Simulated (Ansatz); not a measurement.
**Ionic part of the dielectric constant of CaSe at 1 GPa, mode by mode**

All numbers below come from DFT PBEsol, scalar-relativistic, plane waves, PAW in Ansatz. Cutoff 420 eV, 8×8×8 k-points (Γ-centred), fixed occupations. No spin polarisation. Phonons by linear response, acoustic sum rule imposed.

Symmetry: Fm-3m, No. 225, cubic system. Conventional cell: a = 5.833 Å, b = 5.833 Å, c = 5.833 Å, α = 90.00°, β = 90.00°, γ = 90.00°. Ca (site symmetry m-3m) is surrounded by 6 Se at 2.92 Å. Se (site symmetry m-3m) has 6 Ca at 2.92 Å as nearest neighbours.

The primitive cell has V = 49.61 Å³ and ε∞,xx = 5.894. Each polar mode adds Δε = (4.92064×10⁷/V)·S/ν² along x, with S its oscillator strength in e²/amu, ν in cm⁻¹ and V in Å³.

Question: From these modes, find each Δε and ε0,xx.
```json
{"ν (cm⁻¹)": "189.1", "S_xx (e²/amu)": "0.2071"}
```

Answer:
| ν (cm⁻¹) | Δε |
| --- | --- |
| 189.1 | 5.75 |

The sum is 5.746, so ε0,xx = 11.64; the run's tensor has 11.64.

Question: Where do the longitudinal modes lie for a wave vector along x?

Answer: At 266 cm⁻¹. The Lyddane–Sachs–Teller product Π(ν_LO/ν_TO)² = 1.97 matches ε0/ε∞ = 1.97.